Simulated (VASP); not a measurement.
# Sr7O8 (a cell with a defect) in VASP: notebook, part 2 of 2

VASP 6.6.1. Earlier steps stand in the parts before.

**3. Single point, PBE (Sr vacancy after atom 1 has jumped, atoms relaxed)**

The input, INCAR:

```
SYSTEM = Sr7O8
PREC = Accurate
ENCUT = 520
EDIFF = 1E-6
ISMEAR = 0
SIGMA = 0.05
LREAL = Auto
LASPH = .TRUE.
NELM = 100
ALGO = Fast
ISIF = 2
LWAVE = .FALSE.
LCHARG = .TRUE.
GGA = PE
LELF = .TRUE.
LVHAR = .TRUE.
NBANDS = 72
```

The input, KPOINTS:

```
regular mesh
0
G
  4 4 4
  0 0 0
```

The input, POSCAR:

```
Sr7O8
1.0
    0.0000000000      5.1947835166     -5.1947835166
    5.1947835166      5.1947835166      0.0000000000
    5.1947835166      0.0000000000     -5.1947835166
Sr O
7 8
Direct
    0.0000000000      0.0000000000      0.5000000000
    0.5000000000      0.0000000000      0.5000000000
    0.5000000000      0.5000000000      0.5000000000
    0.0000000000      0.0000000000      1.0000000000
    0.0000000000      0.5000000000      1.0000000000
    0.5000000000      0.0000000000      1.0000000000
    0.5000000000      0.5000000000      1.0000000000
    0.2665638158      0.7665638158      0.2334361842
    0.2665638158      0.2334361842      0.2334361842
    0.7334361842      0.7665638158      0.2334361842
    0.7500000000      0.2500000000      0.2500000000
    0.2500000000      0.7500000000      0.7500000000
    0.2665638158      0.2334361842      0.7665638158
    0.7334361842      0.7665638158      0.7665638158
    0.7334361842      0.2334361842      0.7665638158
```

Potentials or basis: VASP PAW PBE potentials, release 64 (Sr_sv, O).

Command:

```sh
$ cat potpaw_PBE.64/Sr_sv/POTCAR potpaw_PBE.64/O/POTCAR > POTCAR
$ mpirun -np 1 vasp_std > vasp.out
```

OUTCAR:

```text
SYSTEM = Sr7O8
   PREC = Accurate
   ENCUT = 520
   EDIFF = 1E-6
   ISMEAR = 0
   LREAL = Auto
   LASPH = .TRUE.
   NELM = 100
   ISIF = 2
   GGA = PE

 ion  position               nearest neighbor table
   1  0.000  0.000  0.500-  11 2.60  12 2.60   8 2.60   9 2.60  14 2.60  15 2.60   2 3.67   4 3.67
                             4 3.67   5 3.67   6 3.67   3 3.67   5 3.67   2 3.67   3 3.67   6 3.67
   2  0.500  0.000  0.500-  11 2.60  12 2.60   9 2.60  10 2.60  13 2.60  14 2.60   1 3.67   3 3.67
                             6 3.67   4 3.67   6 3.67   7 3.67   3 3.67   7 3.67   1 3.67   4 3.67
   3  0.500  0.500  0.500-  11 2.60  12 2.60   8 2.60  10 2.60  13 2.60  15 2.60   2 3.67   7 3.67
                             5 3.67   6 3.67   7 3.67   1 3.67   2 3.67   6 3.67   1 3.67   5 3.67
   4  0.000  0.000  0.000-  11 2.60  12 2.60   8 2.60  10 2.60  13 2.60  15 2.60   1 3.67   5 3.67
                             6 3.67   1 3.67   2 3.67   5 3.67   7 3.67   2 3.67   6 3.67   7 3.67
   5  0.000  0.500  0.000-  11 2.60  12 2.60   9 2.60  10 2.60  13 2.60  14 2.60   4 3.67   7 3.67
                             1 3.67   3 3.67   1 3.67   4 3.67   6 3.67   3 3.67   6 3.67   7 3.67
   6  0.500  0.000  0.000-   8 2.43   9 2.43  10 2.43  13 2.43  14 2.43  15 2.43   2 3.67   4 3.67
                             7 3.67   1 3.67   2 3.67   3 3.67   3 3.67   5 3.67   7 3.67   1 3.67
   7  0.500  0.500  0.000-  11 2.60  12 2.60   8 2.60   9 2.60  14 2.60  15 2.60   3 3.67   5 3.67
                             6 3.67   2 3.67   3 3.67   2 3.67   4 3.67   6 3.67   4 3.67   5 3.67
   8  0.267  0.767  0.233-   6 2.43   3 2.60   4 2.60   1 2.60   7 2.60
   9  0.267  0.233  0.233-   6 2.43   2 2.60   5 2.60   1 2.60   7 2.60
  10  0.733  0.767  0.233-   6 2.43   3 2.60   4 2.60   5 2.60   2 2.60
  11  0.750  0.250  0.250-   1 2.60   2 2.60   3 2.60   4 2.60   5 2.60   7 2.60
  12  0.250  0.750  0.750-   1 2.60   2 2.60   3 2.60   4 2.60   5 2.60   7 2.60
  13  0.267  0.233  0.767-   6 2.43   3 2.60   4 2.60   5 2.60   2 2.60
  14  0.733  0.767  0.767-   6 2.43   2 2.60   5 2.60   1 2.60   7 2.60
  15  0.733  0.233  0.767-   6 2.43   3 2.60   4 2.60   1 2.60   7 2.60

  LATTYP: Found a face centered cubic cell.
 ALAT       =    10.3895670332

  Lattice vectors:

 A1 = (   0.0000000000,   5.1947835166,  -5.1947835166)
 A2 = (   5.1947835166,   5.1947835166,   0.0000000000)
 A3 = (   5.1947835166,   0.0000000000,  -5.1947835166)

Analysis of symmetry for initial positions (statically):
=====================================================================
 Subroutine PRICEL returns:
 Original cell was already a primitive cell.

 Routine SETGRP: Setting up the symmetry group for a
 face centered cubic supercell.

 Subroutine GETGRP returns: Found 48 space group operations
 (whereof  8 operations were pure point group operations)
 out of a pool of 48 trial point group operations.

The static configuration has the point symmetry D_2h.
 The point group associated with its full space group is O_h .

Analysis of symmetry for dynamics (positions and initial velocities):
=====================================================================
 Subroutine PRICEL returns:
 Original cell was already a primitive cell.

 Routine SETGRP: Setting up the symmetry group for a
 face centered cubic supercell.

 Subroutine GETGRP returns: Found 48 space group operations
 (whereof  8 operations were pure point group operations)
 out of a pool of 48 trial point group operations.

[... 103 lines left out ...]
   ICHARG =      2    charge: 1-file 2-atom 10-const
   ISPIN  =      1    spin polarized calculation?
   LNONCOLLINEAR =      F non collinear calculations
   LSORBIT =      F    spin-orbit coupling
   LASPH  =      T    aspherical Exc in radial PAW
   ENCUT  =  520.0 eV  38.22 Ry    6.18 a.u.  13.66 13.66 13.66*2*pi/ulx,y,z
   NELM   =    100;   NELMIN=  2; NELMDL= -5     # of ELM steps
   EDIFF  = 0.1E-05   stopping-criterion for ELM
   LREAL  =      T    real-space projection
   EDIFFG = 0.1E-04   stopping-criterion for IOM
   NSW    =      0    number of steps for IOM
   IBRION =     -1    ionic relax: 0-MD 1-quasi-New 2-CG
   NFREE  =      0    steps in history (QN), initial steepest desc. (CG)
   ISIF   =      2    stress and relaxation
   ISYM   =      2    0-nonsym 1-usesym 2-fastsym
   POTIM  = 0.5000    time-step for ionic-motion
   TEBEG  =    0.0;   TEEND  =   0.0 temperature during run
   PSTRESS=    0.0 pullay stress
   NELECT =     118.0000    total number of electrons
   NUPDOWN=      -1.0000    fix difference up-down
   EMIN   =  10.00;   EMAX   =-10.00  energy-range for DOS
   EFERMI =   0.00;   METHOD = LEGACY
   ISMEAR =     0;   SIGMA  =   0.05  broadening in eV -4-tet -1-fermi 0-gaus
   EFERMI_NEDOS =   21; number of points for ismear=-14 and -15
   IALGO  =     68    algorithm
   IMIX   =      4    mixing-type and parameters
     AMIX     =   0.40;   BMIX     =  1.00
     AMIX_MAG =   1.60;   BMIX_MAG =  1.00
  volume/ion in A,a.u.               =      18.69       126.14
  Fermi-wavevector in a.u.,A,eV,Ry     =   1.226850  2.318410 20.478949  1.505160
  Thomas-Fermi vector in A             =   2.361835
   LORBIT       =      0    0 simple, 1 ext, 2 COOP (PROOUT), +10 PAW based schemes
   GGA     = PE    functional components
   LHFCALC =     F    Hartree Fock is set to
   AEXX    =    0.0000 exact exchange contribution
   IVDW    =     0    specifies the selected vdW correction
   LEPSILON=     F    determine dielectric tensor
   LRPA    =     F    only Hartree local field effects (RPA)
 non-spin polarized calculation
 RMM-DIIS sequential band-by-band and
 Gauss-broadening in eV      SIGMA  =   0.05
  energy-cutoff  :      520.00
  volume of cell :      280.37
 maximum number of plane-waves:      7631
 NGX is ok and might be reduce to    56
   NGX = 27   NGY = 27   NGZ = 27

 number of electron     118.0000002 magnetization

 Free energy of the ion-electron system (eV)
  ---------------------------------------------------
  ext. energy  EPLUGINS =         0.00000000
  ---------------------------------------------------
  free energy    TOTEN  =       -87.15710944 eV

  energy without entropy =      -87.12872634  energy(sigma->0) =      -87.14291789

 E-fermi :   0.5264     XC(G=0):  -9.3114

 val. band max:        0.5175847916   @ k =   0.0000   0.0000   0.0000
 cond. band min:       0.5306015758   @ k =   0.5000   0.2500   0.0000
 fundamental gap:      0.0130167843
 Fermi energy:         0.5263771665

 k-point     1 :       0.0000    0.0000    0.0000
  band No.  band energies     occupation
      1     -31.8031      2.00000
      2     -31.7199      2.00000
      3     -31.7199      2.00000
      4     -31.7199      2.00000
      5     -31.6853      2.00000
      6     -31.6853      2.00000
[... 581 lines left out ...]
     70       7.2020      0.00000
     71       7.2384      0.00000
 [bands above 71 left out]

------------------------ aborting loop because EDIFF is reached ----------------------------------------

  FORCE on cell =-STRESS in cart. coord.  units (eV):
  Direction    XX          YY          ZZ          XY          YZ          ZX
  --------------------------------------------------------------------------------------
  -------------------------------------------------------------------------------------
  Total        0.7441920      0.7441920      0.7441920     -0.0000000      0.0000000      0.0000000
  in kB        4.2526853      4.2526853      4.2526853     -0.0000000      0.0000000      0.0000000
  external PRESSURE =       4.2526853 kB  Pullay stress =       0.0000000 kB

 VOLUME and BASIS-vectors are now :
 -----------------------------------------------------------------------------
  energy-cutoff  :      520.00
  volume of cell :      280.37
      direct lattice vectors                 reciprocal lattice vectors
     0.000000000  5.194783517 -5.194783517    -0.096250402  0.096250402 -0.096250402
     5.194783517  5.194783517  0.000000000     0.096250402  0.096250402  0.096250402
     5.194783517  0.000000000 -5.194783517     0.096250402 -0.096250402 -0.096250402

 POSITION                                       TOTAL-FORCE (eV/Angst)
 -----------------------------------------------------------------------------------
      2.59739      0.00000     -2.59739        -0.000000      0.000000      0.000000
      2.59739      2.59739     -5.19478        -0.000000     -0.000000      0.000000
      5.19478      5.19478     -5.19478        -0.000000     -0.000000     -0.000000
      0.00000      0.00000      0.00000        -0.000000     -0.000000      0.000000
      2.59739      2.59739      0.00000        -0.000000      0.000000      0.000000
      0.00000      2.59739     -2.59739        -0.000000      0.000000      0.000000
      2.59739      5.19478     -2.59739        -0.000000      0.000000     -0.000000
      5.19478      5.36687     -2.59739        -0.000000     -0.041333      0.000000
      2.42530      2.59739     -2.59739         0.041333      0.000000      0.000000
      5.19478      7.79218     -5.02269        -0.000000      0.000000     -0.041333
      2.59739      5.19478     -5.19478        -0.000000     -0.000000      0.000000
      7.79218      5.19478     -5.19478        -0.000000      0.000000     -0.000000
      5.19478      2.59739     -5.36687        -0.000000      0.000000      0.041333
      7.96427      7.79218     -7.79218        -0.041333      0.000000      0.000000
      5.19478      5.02269     -7.79218        -0.000000      0.041333      0.000000
 -----------------------------------------------------------------------------------
    total drift:                               -0.000000      0.000000      0.000000

  FREE ENERGIE OF THE ION-ELECTRON SYSTEM (eV)
  ---------------------------------------------------
  free  energy   TOTEN  =       -87.1571094364 eV

  energy  without entropy=      -87.1287263356  energy(sigma->0) =      -87.14291789
```

Wall time 12 min (1 thread of Intel Xeon Platinum 8259CL at 2.50GHz (Skylake/Cascade Lake), shared host); peak memory 0.47 GiB.

Results:

```
Free energy            : -87.1571 eV
Pressure               : 0.4 GPa
Largest force          : 0.041 eV/Å
Band gap on the k mesh : none (metal or under the smearing width)
```

Forces in eV/Å, atoms in the order of the input:
```
Sr   0.000  0.000  0.000
Sr   0.000  0.000  0.000
Sr   0.000  0.000  0.000
Sr   0.000  0.000  0.000
Sr   0.000  0.000  0.000
Sr   0.000  0.000  0.000
Sr   0.000  0.000  0.000
O    0.000 -0.041  0.000
O    0.041  0.000  0.000
O    0.000  0.000 -0.041
O    0.000  0.000  0.000
O    0.000  0.000  0.000
O    0.000  0.000  0.041
O   -0.041  0.000  0.000
O    0.000  0.041  0.000
```
